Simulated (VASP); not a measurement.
The system is LiH.

```
Li H
1.0
     2.50699    0.00000    0.00000
     0.00000    2.50699    0.00000
     0.00000    0.00000    2.50699
Li H
1 1
Direct
  0.50000 0.50000 0.50000
  0.00000 0.00000 0.00000
```

The cell was built by a generator and needn't be a form met in nature.

Base run:

```yaml
Program: VASP 6.6.1
Functional: PBE0(alpha)
Potentials_or_basis: VASP PAW PBE potentials, release 64 (Li_sv, H)
Cutoff: 520 eV
k_mesh: 6 × 6 × 6
Occupations: fermi-dirac, width 0.05 eV
Spin: no spin polarisation
```

Its results: band gap on the k mesh 3.09 eV, indirect (least direct gap 7.12 eV).

Q: The run is repeated on the same cell with these changes: share of exact exchange from 0.4 to 0.5. What comes out?

A: Band gap on the k mesh 3.70 eV, indirect (least direct gap 7.87 eV).

A k mesh can miss the band edges.
